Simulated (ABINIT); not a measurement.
Crystal: BaTe.

```
Ba Te
1.0
     0.00000    3.41000    3.41000
     3.41000    0.00000    3.41000
     3.41000    3.41000    0.00000
Ba Te
1 1
Direct
  0.00000 0.00000 0.00000
  0.50000 0.50000 0.50000
```

Base run:

```yaml
Program: ABINIT 10.8.3 (patched build)
Functional: PBEsol
Potentials_or_basis: PseudoDojo NC SR PBEsol v0.4.1 standard
Cutoff: 1088 eV
k_mesh: 7 × 7 × 7
Occupations: fermi-dirac, width 0.05 eV
Spin: no spin polarisation
```

Its results: band gap on the k mesh 1.34 eV, indirect (least direct gap 1.71 eV).

Task: After a change of settings the same cell gave: band gap on the k mesh 2.06 eV, indirect (least direct gap 2.40 eV). Which change was it?
A. functional from PBEsol to LDA; potentials or basis from PseudoDojo NC SR PBEsol v0.4.1 standard to JTH PAW LDA v2.0; cutoff from 1088 eV to 408 eV; valence electrons from 26 to 16
B. functional from PBEsol to r2SCAN; potentials or basis from PseudoDojo NC SR PBEsol v0.4.1 standard to JTH PAW PBE v2.0; cutoff from 1088 eV to 490 eV; valence electrons from 26 to 16
C. functional from PBEsol to TB-mBJ; potentials or basis from PseudoDojo NC SR PBEsol v0.4.1 standard to JTH PAW LDA v2.0; cutoff from 1088 eV to 490 eV; valence electrons from 26 to 16

Result: C.

Caveats: spin-orbit coupling is left out, which moves the levels of the heavy elements; this release of the barium file is off (some runs); this set's barium file shifts pressures by 1.5 GPa and gaps by 0.1 eV against other sets (some runs); the constant c of TB-mBJ comes from the pseudo density here, which moves gaps by up to 0.3 eV between sets of potentials (some runs).

Runs at the PBE level aren't shown here.
